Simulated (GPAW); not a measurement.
Two runs for the Na K edge of atom 1 in NaF (Villiaumite, Fm-3m). Run A: GPAW, PBE, full core hole (charged cell), 16-atom cell with 6.6 Å between holes, 4×4×4 k points, dipole transitions, Gaussian full width 0.9 eV up to 4 eV, rising linearly to 3.5 eV at 25 eV. Run B differs in one choice.

Energy from the lowest empty level; intensity scaled to a mean of 1 over the first 20 eV:

```
E (eV)     A     B
  -2.0  0.00  0.00
  -1.4  0.00  0.00
  -0.8  0.00  0.00
  -0.2  0.00  0.00
   0.4  0.01  0.01
   1.0  0.03  0.04
   1.6  0.03  0.10
   2.2  0.19  0.19
   2.8  0.79  0.26
   3.4  1.46  0.48
   4.0  2.53  0.61
   4.6  2.16  0.76
   5.2  1.13  1.15
   5.8  1.68  1.35
   6.4  1.65  1.75
   7.0  1.33  1.90
   7.6  0.83  1.51
   8.2  0.44  1.08
   8.8  0.42  0.78
   9.4  0.71  0.87
  10.0  1.28  1.35
  10.6  1.98  1.74
  11.2  2.52  2.08
  11.8  2.63  2.35
  12.4  2.17  2.24
  13.0  1.42  1.84
  13.6  0.81  1.47
  14.2  0.50  1.21
  14.8  0.40  1.00
  15.4  0.39  0.79
  16.0  0.40  0.63
  16.6  0.41  0.54
  17.2  0.44  0.50
  17.8  0.49  0.52
  18.4  0.55  0.58
  19.0  0.62  0.66
  19.6  0.69  0.74
  20.2  0.76  0.82
  20.8  0.82  0.88
  21.4  0.87  0.90
  22.0  0.87  0.89
  22.6  0.80  0.84
  23.2  0.66  0.76
  23.8  0.51  0.67
  24.4  0.38  0.56
  25.0  0.29  0.45
  25.6  0.23  0.36
  26.2  0.20  0.29
  26.8  0.18  0.24
  27.4  0.18  0.21
  28.0  0.17  0.20
  28.6  0.17  0.19
  29.2  0.18  0.19
  29.8  0.18  0.20
  30.4  0.20  0.21
  31.0  0.22  0.23
  31.6  0.26  0.25
```

**Question.** What was changed?
a) the broadening
b) the volume of the cell
c) the size of the supercell
d) the plane-wave cutoff

(c): run B changes the supercell atoms from 16 to 4, and the k mesh follows the cell. The scaled spectrum changes by 43 % r.m.s. Another feature, at 12.0 eV (2.36), becomes the highest below 16 eV; the one at 4.2 eV is gone. Other settings could leave a like mark; this is the one that was changed.

[Banner, clock and machine lines of the logs are left out without a mark of their own.]

[Logs are printed without paths, hosts, clocks, repeated set-up lines and the standing remarks that a program may print on its own settings, such as how far it seeks lower states.]

[Hosts, paths, dates, database ids (printed as entryN), source tags and the programs' standing remarks are cut or masked in the printed files.]

[Lists of maxima count a maximum above −3 eV only where it reaches 4 % of the highest in the window and stands out from its surroundings by 2 % of it (1.5 % where it reaches 55 %); shoulders and weaker maxima are passed over, and of the rest the first, up to two pre-edge ones and the few strongest are named.]
